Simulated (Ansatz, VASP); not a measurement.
Two plane-wave programs on Re

Contents of INCAR:

```
SYSTEM = Re
PREC = Accurate
ENCUT = 600
EDIFF = 1E-7
ISMEAR = 0
SIGMA = 0.1
LREAL = .FALSE.
LASPH = .TRUE.
NELM = 100
ALGO = Normal
ISIF = 3
LWAVE = .FALSE.
LCHARG = .FALSE.
GGA = PS
IBRION = 2
NSW = 100
EDIFFG = -0.002
```

Contents of KPOINTS:

```
Automatic mesh
0
G
  18 18 18
  0 0 0
```

The input POSCAR:

```
Re
1.0
    0.0000000000      1.9442962850      1.9442962850
    1.9442962850      0.0000000000      1.9442962850
    1.9442962850      1.9442962850      0.0000000000
Re
1
Direct
    0.0000000000      0.0000000000      0.0000000000
```

Input for Ansatz:

```yaml
crystal:
  lattice:
    - [0.0, 1.944296285, 1.944296285]
    - [1.944296285, 0.0, 1.944296285]
    - [1.944296285, 1.944296285, 0.0]
  atoms:
    - { symbol: Re, position: [0.0, 0.0, 0.0] }
basis:
  ecutwfc: 420
kpoints:
  mp_grid: { grid: [18, 18, 18] }
hamiltonian:
  xc: pbesol
  pseudopotentials: { kind: paw, azcp: { folder: soft_1 } }
scf:
  occupations: { method: gaussian, width: 0.1 }
output:
  forces: true
  stress: true
  eigenvalues: true
  write_density: true
  write_potential: true
  elf: true
  volumetric_format: npy
relax:
  adjacent_minimum: "off"
  f_tol: 0.002
  max_steps: 80
  cell: { stress_tol: 0.02 }
```

This isn't the form of Re at room conditions, which is hcp.

Alike in both runs: task relaxation of cell and atoms; functional PBEsol; k mesh 18 × 18 × 18; occupations gaussian, width 0.1 eV; no spin polarisation.

```csv
,VASP,Ansatz
version,VASP 6.6.1,Ansatz 0.2.0
potentials or method,"VASP PAW PBE potentials, release 64 (Re)","scalar-relativistic, plane waves, PAW"
plane-wave cutoff (eV),600,420
valence electrons in the cell,7,15
```

```csv
,VASP,Ansatz,Ansatz less VASP
"gap on the k mesh at the Fermi level, each at its own relaxed structure (eV)",none,none,-
relaxed volume (Å³/atom),14.61,14.61,-0.002
relaxed cell length with the largest relative difference (Å),2.744,2.744,-0.0001
```

A gap of «none» marks a metal or a gap that the smearing closes. The two sets of potentials don't hold the same shells in valence. Ansatz warned: «pseudo_functional_mismatch».

Caveats: the PAW data sets were made with another functional, which shifts forces and pressure a little (VASP). Spin-orbit coupling is left out, which matters for the levels of Re.
